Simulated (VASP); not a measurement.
# H in VASP: a series of runs

The runs below take H through single point, relaxation of the atoms, with PBE+D3(BJ).

Everything below comes from runs of VASP 6.6.1. Logs are shortened: lines on timing, memory, paths and dates and some standing lists are left out, and cuts for length are marked.

## 1. Starting point

The cell holds a amorphous, 12 atoms: a = 5.241 Å, b = 5.241 Å, c = 5.241 Å, α = 90.00°, β = 90.00°, γ = 90.00°.

The cell was built by a generator and needn't be a form met in nature.

## 2. Single point, PBE+D3(BJ)

INCAR

```
PREC = Accurate ; ENCUT = 520
EDIFF = 1E-6 ; ISMEAR = -1
SIGMA = 0.05 ; LREAL = F
LASPH = T ; NELM = 80
ALGO = Normal ; ISIF = 2
LWAVE = F ; LCHARG = T
GGA = PE ; IVDW = 12
LELF = T ; LVHAR = T
NBANDS = 18
```

KPOINTS

```
Automatic mesh
0
Gamma
  1 1 1
```

POSCAR

```
H
1.0
    5.2414830000      0.0000000000      0.0000000000
    0.0000000000      5.2414830000      0.0000000000
    0.0000000000      0.0000000000      5.2414830000
H
12
Direct
    0.7655150275      0.1468343861      0.7351953363
    0.8632365240      0.1256023834      0.6329872087
    0.2076616375      0.0918877308      0.3930723442
    0.2230745759      0.0828699671      0.2515518534
    0.3347352163      0.8274368208      0.9290833543
    0.4624591367      0.8633573309      0.8755374049
    0.3271982281      0.5405550427      0.6287028218
    0.3566942296      0.4951880675      0.4964022065
    0.9798317906      0.6928085354      0.2606979415
    0.9347647611      0.6999981130      0.1250904724
    0.5675544541      0.2834799924      0.1753032397
    0.6200030186      0.4044334297      0.1186090163
```

Potentials or basis: VASP PAW PBE potentials, release 64 (H).

Launch:

```bash
cat potpaw_PBE.64/H/POTCAR > POTCAR
mpirun -np 1 vasp_gam > vasp.out
```

OUTCAR:

```text
PREC = Accurate
   ENCUT = 520
   EDIFF = 1E-6
   ISMEAR = -1
   LREAL = F
   LASPH = T
   NELM = 80
   ISIF = 2
   GGA = PE
   IVDW = 12
 IVDW          = 12

 ion  position               nearest neighbor table
   1  0.766  0.147  0.735-   2 0.75
   2  0.863  0.126  0.633-   1 0.75
   3  0.208  0.092  0.393-   4 0.75
   4  0.223  0.083  0.252-   3 0.75
   5  0.335  0.827  0.929-   6 0.75
   6  0.462  0.863  0.876-   5 0.75
   7  0.327  0.541  0.629-   8 0.75
   8  0.357  0.495  0.496-   7 0.75
   9  0.980  0.693  0.261-  10 0.75
  10  0.935  0.700  0.125-   9 0.75
  11  0.568  0.283  0.175-  12 0.75
  12  0.620  0.404  0.119-  11 0.75

  LATTYP: Found a simple cubic cell.
 ALAT       =     5.2414830000

  Lattice vectors:

 A1 = (   5.2414830000,   0.0000000000,   0.0000000000)
 A2 = (   0.0000000000,   5.2414830000,   0.0000000000)
 A3 = (   0.0000000000,   0.0000000000,   5.2414830000)

Analysis of symmetry for initial positions (statically):
=====================================================================
 Subroutine PRICEL returns:
 Original cell was already a primitive cell.

 Routine SETGRP: Setting up the symmetry group for a
 simple cubic supercell.

 Subroutine GETGRP returns: Found  1 space group operations
 (whereof  1 operations were pure point group operations)
 out of a pool of 48 trial point group operations.

The static configuration has the point symmetry C_1 .

Analysis of symmetry for dynamics (positions and initial velocities):
=====================================================================
 Subroutine PRICEL returns:
 Original cell was already a primitive cell.

 Routine SETGRP: Setting up the symmetry group for a
 simple cubic supercell.

 Subroutine GETGRP returns: Found  1 space group operations
 (whereof  1 operations were pure point group operations)
 out of a pool of 48 trial point group operations.

The dynamic configuration has the point symmetry C_1 .

 Subroutine INISYM returns: Found  1 space group operations
 (whereof  1 operations are pure point group operations),
 and found     1 'primitive' translations

----------------------------------------------------------------------------------------

                                     Primitive cell

  volume of cell :     144.0000

  direct lattice vectors                    reciprocal lattice vectors
     5.241483000  0.000000000  0.000000000     0.190785699  0.000000000  0.000000000
     0.000000000  5.241483000  0.000000000     0.000000000  0.190785699  0.000000000
     0.000000000  0.000000000  5.241483000     0.000000000  0.000000000  0.190785699

  length of vectors
     5.241483000  5.241483000  5.241483000     0.190785699  0.190785699  0.190785699

  position of ions in fractional coordinates (direct lattice)
     0.765515028  0.146834386  0.735195336
     0.863236524  0.125602383  0.632987209
     0.207661638  0.091887731  0.393072344
     0.223074576  0.082869967  0.251551853
     0.334735216  0.827436821  0.929083354
     0.462459137  0.863357331  0.875537405
     0.327198228  0.540555043  0.628702822
     0.356694230  0.495188068  0.496402207
     0.979831791  0.692808535  0.260697941
     0.934764761  0.699998113  0.125090472
     0.567554454  0.283479992  0.175303240
     0.620003019  0.404433430  0.118609016

  ion indices of the primitive-cell ions
   primitive index   ion index
                 1           1
                 2           2
                 3           3
                 4           4
                 5           5
                 6           6
                 7           7
                 8           8
                 9           9
                10          10
                11          11
                12          12

----------------------------------------------------------------------------------------

 KPOINTS: Automatic mesh

Automatic generation of k-mesh.
 Grid dimensions read from file:
 generate k-points for:    1    1    1

 Generating k-lattice:

  Cartesian coordinates                     Fractional coordinates (reciprocal lattice)
     0.190785699  0.000000000  0.000000000     1.000000000  0.000000000  0.000000000
     0.000000000  0.190785699  0.000000000     0.000000000  1.000000000  0.000000000
     0.000000000  0.000000000  0.190785699     0.000000000  0.000000000  1.000000000

  Length of vectors
     0.190785699  0.190785699  0.190785699

  Shift w.r.t. Gamma in fractional coordinates (k-lattice)
     0.000000000  0.000000000  0.000000000

 Subroutine IBZKPT returns following result:
 ===========================================

 Found      1 irreducible k-points:

 Following reciprocal coordinates:
            Coordinates               Weight
  0.000000  0.000000  0.000000      1.000000
   k-points           NKPTS =      1   k-points in BZ     NKDIM =      1   number of bands    NBANDS=     18
   number of dos      NEDOS =    301   number of ions     NIONS =     12
   total plane-waves  NPLWV =  64000
   dimension x,y,z NGX =    40 NGY =   40 NGZ =   40
   dimension x,y,z NGXF=    80 NGYF=   80 NGZF=   80
   ions per type =              12
   NGX,Y,Z   is equivalent  to a cutoff of  12.69, 12.69, 12.69 a.u.
   NGXF,Y,Z  is equivalent  to a cutoff of  25.37, 25.37, 25.37 a.u.
 SYSTEM =  unknown system
   PREC   = accura    normal or accurate (medium, high low for compatibility)
   ISTART =      0    job   : 0-new  1-cont  2-samecut
   ICHARG =      2    charge: 1-file 2-atom 10-const
   ISPIN  =      1    spin polarized calculation?
   LNONCOLLINEAR =      F non collinear calculations
   LSORBIT =      F    spin-orbit coupling
   LASPH  =      T    aspherical Exc in radial PAW
   ENCUT  =  520.0 eV  38.22 Ry    6.18 a.u.   9.75  9.75  9.75*2*pi/ulx,y,z
   NELM   =     80;   NELMIN=  2; NELMDL= -5     # of ELM steps
   EDIFF  = 0.1E-05   stopping-criterion for ELM
   LREAL  =      F    real-space projection
   EDIFFG = 0.1E-04   stopping-criterion for IOM
   NSW    =      0    number of steps for IOM
   IBRION =     -1    ionic relax: 0-MD 1-quasi-New 2-CG
   NFREE  =      0    steps in history (QN), initial steepest desc. (CG)
   ISIF   =      2    stress and relaxation
   ISYM   =      2    0-nonsym 1-usesym 2-fastsym
   POTIM  = 0.5000    time-step for ionic-motion
   TEBEG  =    0.0;   TEEND  =   0.0 temperature during run
   PSTRESS=    0.0 pullay stress
   NELECT =      12.0000    total number of electrons
   NUPDOWN=      -1.0000    fix difference up-down
   EMIN   =  10.00;   EMAX   =-10.00  energy-range for DOS
   EFERMI =   0.00;   METHOD = LEGACY
   ISMEAR =    -1;   SIGMA  =   0.05  broadening in eV -4-tet -1-fermi 0-gaus
   EFERMI_NEDOS =   21; number of points for ismear=-14 and -15
   IALGO  =     38    algorithm
   IMIX   =      4    mixing-type and parameters
     AMIX     =   0.40;   BMIX     =  1.00
     AMIX_MAG =   1.60;   BMIX_MAG =  1.00
  volume/ion in A,a.u.               =      12.00        80.98
  Fermi-wavevector in a.u.,A,eV,Ry     =   0.715069  1.351284  6.956974  0.511323
  Thomas-Fermi vector in A             =   1.803133
   LORBIT       =      0    0 simple, 1 ext, 2 COOP (PROOUT), +10 PAW based schemes
   GGA     = PE    functional components
   LHFCALC =     F    Hartree Fock is set to
   AEXX    =    0.0000 exact exchange contribution
   IVDW    =    12    specifies the selected vdW correction
   LEPSILON=     F    determine dielectric tensor
   LRPA    =     F    only Hartree local field effects (RPA)
 non-spin polarized calculation
  energy-cutoff  :      520.00
  volume of cell :      144.00
 maximum number of plane-waves:      1944
 NGX is ok and might be reduce to    40
   NGX = 19   NGY = 19   NGZ = 19

 number of electron      12.0000001 magnetization

 Free energy of the ion-electron system (eV)
  ---------------------------------------------------
  ext. energy  EPLUGINS =         0.00000000
  ---------------------------------------------------
  free energy    TOTEN  =       -40.34793556 eV

  energy without entropy =      -40.34793556  energy(sigma->0) =      -40.34793556

 E-fermi :  -7.1256     XC(G=0):  -5.1931

 val. band max:       -8.3150065311   @ k =   0.0000   0.0000   0.0000
 cond. band min:       1.6630294930   @ k =   0.0000   0.0000   0.0000
 fundamental gap:      9.9780360241
 Fermi energy:        -7.1255534510

 k-point     1 :       0.0000    0.0000    0.0000
  band No.  band energies     occupation
      1     -10.7854      2.00000
      2      -8.8724      2.00000
      3      -8.8612      2.00000
      4      -8.6335      2.00000
      5      -8.5111      2.00000
      6      -8.3150      2.00000
      7       1.6630      0.00000
      8       1.9331      0.00000
      9       2.2434      0.00000
     10       3.3361      0.00000
     11       3.5621      0.00000
     12       4.0586      0.00000
     13       4.2899      0.00000
     14       4.7545      0.00000
     15       5.0989      0.00000
     16       5.8947      0.00000
     17       6.1915      0.00000
     18       6.6149      0.00000

------------------------ aborting loop because EDIFF is reached ----------------------------------------

 Edisp (eV)   -0.22477

 E8    (eV) :    -0.0398

  FORCE on cell =-STRESS in cart. coord.  units (eV):
  Direction    XX          YY          ZZ          XY          YZ          ZX
  --------------------------------------------------------------------------------------
  -------------------------------------------------------------------------------------
  Total       0.64356     0.95188     0.67465    -0.09378     0.04848     0.19744
  in kB       7.16042    10.59081     7.50627    -1.04342     0.53942     2.19673
  external pressure =        8.42 kB  Pullay stress =        0.00 kB

 VOLUME and BASIS-vectors are now :
 -----------------------------------------------------------------------------
  energy-cutoff  :      520.00
  volume of cell :      144.00
      direct lattice vectors                 reciprocal lattice vectors
     5.241483000  0.000000000  0.000000000     0.190785699  0.000000000  0.000000000
     0.000000000  5.241483000  0.000000000     0.000000000  0.190785699  0.000000000
     0.000000000  0.000000000  5.241483000     0.000000000  0.000000000  0.190785699

 POSITION                                       TOTAL-FORCE (eV/Angst)
 -----------------------------------------------------------------------------------
      4.01243      0.76963      3.85351         0.040033      0.004507     -0.009818
      4.52464      0.65834      3.31779        -0.010356     -0.009823      0.014388
      1.08845      0.48163      2.06028         0.009842      0.025447     -0.048227
      1.16924      0.43436      1.31850        -0.003904     -0.004736      0.038113
      1.75451      4.33700      4.86977         0.107482      0.053085     -0.004715
      2.42397      4.52527      4.58911        -0.074013     -0.007466      0.038551
      1.71500      2.83331      3.29534        -0.001857     -0.022208     -0.090939
      1.86961      2.59552      2.60188        -0.039173      0.002242      0.090000
      5.13577      3.63134      1.36644        -0.043582     -0.012466     -0.061683
      4.89955      3.66903      0.65566        -0.006900     -0.030798      0.066375
      2.97483      1.48586      0.91885         0.048449      0.142131     -0.098559
      3.24974      2.11983      0.62169        -0.026020     -0.139914      0.066514
 -----------------------------------------------------------------------------------
    total drift:                               -0.000256      0.000099     -0.000259

  FREE ENERGIE OF THE ION-ELECTRON SYSTEM (eV)
  ---------------------------------------------------
  free  energy   TOTEN  =       -40.5727102108 eV

  energy  without entropy=      -40.5727102107  energy(sigma->0) =      -40.57271021
```

Wall time 5.2 s (1 thread of Intel Xeon 6975P-C (Granite Rapids), shared host); peak memory 0.22 GiB.

Results:

- Free energy: -40.5727 eV
- Pressure: 0.8 GPa
- Largest force: 0.180 eV/Å
- Band gap on the k mesh: 9.98 eV, direct
- Dispersion energy per atom: -0.019 eV

Forces in eV/Å, atoms in the order of the input:
```
H    0.040  0.005 -0.010
H   -0.010 -0.010  0.014
H    0.010  0.025 -0.048
H   -0.004 -0.005  0.038
H    0.107  0.053 -0.005
H   -0.074 -0.007  0.039
H   -0.002 -0.022 -0.091
H   -0.039  0.002  0.090
H   -0.044 -0.012 -0.062
H   -0.007 -0.031  0.066
H    0.048  0.142 -0.099
H   -0.026 -0.140  0.067
```

Stress tensor (GPa, compression positive):
```
 0.72 -0.10  0.22
-0.10  1.06  0.05
 0.22  0.05  0.75
```

(Continued in part 2 of 2.)
